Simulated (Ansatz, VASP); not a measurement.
NaF (Villiaumite): VASP beside Ansatz

The input INCAR:

```
SYSTEM = NaF
PREC = Accurate
ENCUT = 520
EDIFF = 1E-6
ISMEAR = -1
SIGMA = 0.05
LREAL = .FALSE.
LASPH = .TRUE.
NELM = 100
ALGO = Normal
ISIF = 2
LWAVE = .FALSE.
LCHARG = .FALSE.
NBANDS = 14
```

File KPOINTS:

```
regular mesh
0
G
  10 10 10
  0 0 0
```

POSCAR

```
NaF
1.0
    0.0000000000      2.2886448050      2.2886448050
    2.2886448050      0.0000000000      2.2886448050
    2.2886448050      2.2886448050      0.0000000000
Na F
1 1
Direct
    0.0000000000      0.0000000000      0.0000000000
    0.5000000000      0.5000000000      0.5000000000
```

Contents of input.yaml:

```yaml
crystal:
  lattice:
    - [0.0, 2.288644805, 2.288644805]
    - [2.288644805, 0.0, 2.288644805]
    - [2.288644805, 2.288644805, 0.0]
  atoms:
    - { symbol: Na, position: [0.0, 0.0, 0.0] }
    - { symbol: F, position: [0.5, 0.5, 0.5] }
hamiltonian:
  xc: lda
  pseudopotentials: { kind: paw }
kpoints:
  mp_grid: { grid: [10, 10, 10] }
scf:
  occupations: { method: fermi_dirac, width: 0.05 }
output:
  forces: true
  stress: true
  eigenvalues: true
  write_density: true
  write_potential: true
  elf: true
  volumetric_format: npy
```

Alike in both runs: task single point; functional LDA; k mesh 10 × 10 × 10; occupations fermi-dirac, width 0.05 eV; no spin polarisation.

```csv
,VASP,Ansatz
version,VASP 6.6.1,Ansatz 0.2.0
potentials or method,"VASP PAW LDA potentials, release 64 (Na_pv, F)",Ansatz PAW
plane-wave cutoff (eV),520,420
valence electrons in the cell,14,16
```

```tsv
	VASP	Ansatz	Ansatz less VASP
gap on the k mesh at the Fermi level (eV)	6.15	6.18	+0.021
least direct gap on the mesh (eV)	6.15	6.18	+0.021
pressure (GPa)	-2.8	-2.7	+0.08
```

The two sets of potentials don't hold the same shells in valence.

Caveats: the pressure holds a Pulay correction of +0.7 GPa for the finite cutoff (Ansatz); the PAW data sets come from PBE, with cores solved anew for the run's functional, which leaves a small shift of forces and pressure (Ansatz). A k mesh can miss the band edges. LDA gaps usually lie below the measured ones, often by a third to a half.
